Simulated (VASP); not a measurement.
The system is InP.

```
In P
1.0
     0.00000    2.93945    2.93945
     2.93945    0.00000    2.93945
     2.93945    2.93945    0.00000
In P
1 1
Cartesian
  0.0000 0.0000 0.0000
  1.4697 1.4697 1.4697
```

Base run:

```yaml
Program: VASP 6.6.1
Functional: r2SCAN
Potentials_or_basis: VASP PAW PBE potentials, release 64 (In_d, P)
Cutoff: 520 eV
k_mesh: 10 × 10 × 10
Occupations: gaussian, width 0.03 eV
Spin: no spin polarisation
```

Its results: band gap on the k mesh 1.12 eV, direct; pressure 0.9 GPa.

Problem. The run is repeated on the same cell with these changes: functional from r2SCAN to PBEsol; further incar settings from ALGO = Normal; EDIFF = 1e-06; NBANDS = 16 to ALGO = Fast; EDIFF = 1e-06; NBANDS = 16. What comes out?

Solution. Band gap on the k mesh 0.57 eV, direct; pressure 0.0 GPa.

Caveats: the PAW data sets were made with another functional, which shifts forces and pressure a little; spin-orbit coupling is left out, which moves the levels of the heavy elements.
